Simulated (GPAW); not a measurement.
The system is GaAs.

```
CELL_PARAMETERS angstrom
0.00000 2.82685 2.82685
2.82685 0.00000 2.82685
2.82685 2.82685 0.00000
ATOMIC_POSITIONS crystal
As 0.25000 0.25000 0.25000
Ga 0.00000 0.00000 0.00000
```

Base run:

```yaml
Program: GPAW 26.7.0
Functional: revPBE
Potentials_or_basis: the program's PAW data sets (release 1.2.1) made for this functional
Cutoff: 600 eV
Basis: pw
k_mesh: 8 × 8 × 8
Occupations: fermi-dirac, width 0.05 eV
Spin: spin-orbit coupling, no magnetisation
```

Its results: band gap on the k mesh 0.56 eV, direct; pressure 5.8 GPa.

Q: The run is repeated on the same cell with these changes: functional from revPBE to AM05; potentials or basis from the program's PAW data sets (release 1.2.1) made for this functional to PAW data sets generated in the run's folder for this functional. What comes out?

A: Band gap on the k mesh 0.45 eV, direct; pressure 1.6 GPa.

Caveats: spin-orbit coupling was added after a scalar SCF, so levels and gaps hold it while energy, forces, pressure and moments don't; this program's spin-orbit splittings come out too wide for heavy elements.

Not every run made on this cell is shown here.
